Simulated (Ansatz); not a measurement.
A run of Ansatz 0.2.0 is set up as follows.

input.yaml

```yaml
crystal:
  lattice:
    - [0.0, 2.82891, 2.82891]
    - [2.82891, 0.0, 2.82891]
    - [2.82891, 2.82891, 0.0]
  atoms:
    - { symbol: Ge, position: [0.75, 0.75, 0.75] }
    - { symbol: Ge, position: [0.5, 0.5, 0.5] }
hamiltonian:
  xc: pbe
  pseudopotentials: { kind: paw }
kpoints:
  mp_grid: { grid: [8, 8, 8] }
scf:
  occupations: { method: fermi_dirac, width: 0.05 }
output:
  forces: true
  stress: true
  eigenvalues: true
relax:
  f_tol: 0.01
  max_steps: 40
  cell: { stress_tol: 0.05 }
```

Potentials or basis: Ansatz PAW.

Run with:

```console
$ ansatz run input.yaml --threads 2 --pin off --max-ram 5632MiB --backend cpu --events-out ev --progress --plain --runs-dir out
```

Problem. Predict the relaxed volume.

Solution. 23.91 Å³/atom.

Problem. Estimate the band gap on the k mesh.

Solution. None (metal or under the smearing width).

The path:
```
step  energy change (eV)  largest force (eV/Å)  volume (Å³)
   1              0.0000                0.0000        45.28
   2             -0.0260                0.0000        47.25
   3             -0.0271                0.0000        47.77
   4             -0.0271                0.0000        47.82
   5             -0.0276                0.0000        47.82
```

Caveat: the plane-wave basis is chosen anew once the cell has moved, so the energies of steps on either side of that aren't comparable.

The cell as given is a measured one (22.64 Å³/atom); PBE puts the equilibrium volume +5.6 % from it, thermal expansion not counted.
